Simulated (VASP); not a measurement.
A run of VASP 6.6.1:

Contents of run.py:

```python
from ase.calculators.vasp import Vasp
from ase.dft.bandgap import bandgap
from ase.io import read

atoms = read('POSCAR')
calc = Vasp(
    directory='calc',
    xc='pbe',
    pp='PBE',
    setups='materialsproject',
    prec='Accurate',
    encut=520,
    ediff=1e-07,
    ismear=0,
    sigma=0.02,
    lreal=False,
    lasph=True,
    nelm=80,
    algo='Fast',
    isif=2,
    lwave=False,
    lcharg=False,
    kpts=[8, 8, 5],
    gamma=True,
)
atoms.calc = calc

print('energy (eV):', atoms.get_potential_energy())
print('free energy (eV):', atoms.get_potential_energy(force_consistent=True))
print('forces (eV/A):')
print(atoms.get_forces())
print('stress (eV/A^3, Voigt):', atoms.get_stress())
print('Fermi level (eV):', calc.get_fermi_level())
gap, top, bottom = bandgap(calc)
print('band gap (eV):', gap, 'from (spin, k, band)', top, 'to', bottom)
```

POSCAR

```
Te2Pt
1.0
    4.0100000000      0.0000000000      0.0000000000
   -2.0050000000      3.4727618692      0.0000000000
    0.0000000000      0.0000000000      5.2010000000
Pt Te
1 2
Direct
    0.0000000000      0.0000000000      0.0000000000
    0.6666666667      0.3333333333      0.7500000000
    0.3333333333      0.6666666667      0.2500000000
```

Potentials or basis: VASP PAW PBE potentials, release 64 (Pt, Te).

Command:

```bash
$ python run.py
```

Hardware: 1 thread of AMD EPYC 7571, on a shared host.

**Question.** Estimate the wall time of this run.

**Answer.** It took 86 s on 1 thread of AMD EPYC 7571, on a shared host, peak memory 0.18 GiB. Counts: scf iterations 16, k points 40.
